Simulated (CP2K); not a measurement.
Runs of CP2K 2026.2 on InSe. Symmetry: P-6m2, No. 187, hexagonal system. Conventional cell: a = 4.047 Å, b = 4.047 Å, c = 18.052 Å, α = 90.00°, β = 90.00°, γ = 120.00°. In (site symmetry 3m) has 3 Se at 2.65 Å and 1 In at 2.79 Å as nearest neighbours. In (site symmetry 3m) has 3 Se at 2.65 Å and 1 In at 2.79 Å as nearest neighbours. Se (site symmetry 3m) is surrounded by 3 In at 2.65 Å. Se (site symmetry 3m) has 3 In at 2.65 Å as nearest neighbours. Measurements of this composition are mostly on another form, of space group No. 160.

```csv
level,potentials or basis,smearing,EPS_DEFAULT,NGRIDS,points a segment of the path (NPOINTS),bands added on the path,gap on the mesh (eV),pressure (GPa),largest force (eV/Å)
TB-mBJ,"POTENTIAL_UZH In GTH-PBE-q13, Se GTH-PBE-q6; TZVP-MOLOPT-PBE-GTH basis",fermi-dirac 0.0259 eV,1.0E-9,4,10,6,0.83,-,-
TASK,"POTENTIAL_UZH In GTH-SCAN-q13, Se GTH-SCAN-q6; TZVP-MOLOPT-SCAN-GTH basis",fermi-dirac 0.01 eV,1.0E-9,4,10,6,1.42,1.6,(c)
r2SCAN,"POTENTIAL_UZH In GTH-SCAN-q13, Se GTH-SCAN-q6; TZVP-MOLOPT-SCAN-GTH basis",fermi-dirac 0.01 eV,1.0E-9,4,6,2,1.04,-0.2,0.08
SCAN,"POTENTIAL_UZH In GTH-SCAN-q13, Se GTH-SCAN-q6; TZVP-MOLOPT-SCAN-GTH basis",fermi-dirac 0.01 eV,1.0E-10,5,6,6,(b),-0.2,(a)
```

Alike in all rows: task band structure; no spin polarisation; cell as given; k mesh 8 × 8 × 2.

Estimate the missing entries.

(a) 0.16; (b) 0.91; (c) 0.21.

Caveats: spin-orbit coupling is left out, which moves the levels of the heavy elements; the basis of atomic orbitals isn't converged, which shifts pressures, moduli and gaps; the potentials were made for another functional, which shifts forces and pressure (some runs); this is a model potential without an energy functional, so only levels have meaning (some runs).

A k mesh can miss the band edges, and the runs leave out spin-orbit coupling on In, Se.
